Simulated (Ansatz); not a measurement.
Input and command of a plane-wave DFT calculation in Ansatz:

```yaml
crystal:
  lattice:
    - [-1.70554875, 1.70554875, 1.5807525]
    - [1.70554875, -1.70554875, 1.5807525]
    - [1.70554875, 1.70554875, -1.5807525]
  atoms:
    - { symbol: Nb, position: [0.0, 0.0, 0.0] }
basis:
  ecutwfc: 420
kpoints:
  mp_grid: { grid: [20, 20, 20] }
hamiltonian:
  xc: pbe
scf:
  occupations: { method: gaussian, width: 0.15 }
output:
  forces: true
  stress: true
  eigenvalues: true
```

```bash
ansatz run input.yaml --threads 1 --pin off --max-ram 2560MiB --backend cpu --events-out ev --progress --plain --runs-dir out
```

Processor: Arm Neoverse V1, 1 thread, on a host shared with other jobs.

Q: How long does it run, and how much memory does it take?

A: About 7.3 s on 1 thread of Arm Neoverse V1, on a shared host, peak memory 0.39 GiB. It solves 11 bands at 641 k points (the mesh reduced by symmetry) with about 357 plane waves, in 6 SCF iterations.
